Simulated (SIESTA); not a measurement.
Runs of SIESTA 5.4.2 on SiNi3. The structure is cubic, space group Pm-3m (No. 221). Conventional cell: a = 3.542 Å, b = 3.542 Å, c = 3.542 Å, α = 90.00°, β = 90.00°, γ = 90.00°. Ni (site symmetry 4/mmm) has 8 Ni at 2.50 Å and 4 Si at 2.50 Å as nearest neighbours. Si (site symmetry m-3m) has 12 Ni at 2.50 Å as nearest neighbours. 

```csv
potentials or basis,gap on the mesh (eV),pressure (GPa),moment (μB)
"PseudoDojo 0.4 standard (PBE files), SZP (energy shift 0.003 Ry)",none,-1.2,0.00
"PseudoDojo 0.4 standard (PBE files), TZDP (energy shift 0.003 Ry; two zetas on semicore shells)",none,-6.4,0.00
"PseudoDojo 0.4 standard (PBE files), DZ (energy shift 0.003 Ry; two zetas on semicore shells)",none,5.4,0.00
"PseudoDojo 0.4 standard (PBE files), SZ (energy shift 0.003 Ry)",none,28.6,0.00
"PseudoDojo 0.4 standard (PBE files), DZP (energy shift 0.003 Ry; two zetas on semicore shells)",none,(a),0.00
```

Alike in all rows: task band structure; level PBE; spin collinear, ferromagnetic start; cell as given; k mesh 4 × 4 × 4; smearing fermi-dirac 0.05 eV; grid cutoff 800 Ry; energy shift 0.003 Ry; the mesh is coarse, so values aren't converged.

Question: Estimate the missing entries.

Answer: (a) -5.5.

Caveats: all runs use coarse meshes; short orbitals over semicore shells can move pressures by several GPa; the basis of atomic orbitals isn't converged, which shifts pressures, moduli and gaps; the basis has no polarisation orbitals (some runs); a pressure of tens of GPa on the cell as given is suspect, and the run, the potentials or the cell itself is likely at fault (some runs).

A gap of «none» marks a metal or a gap under the smearing width.
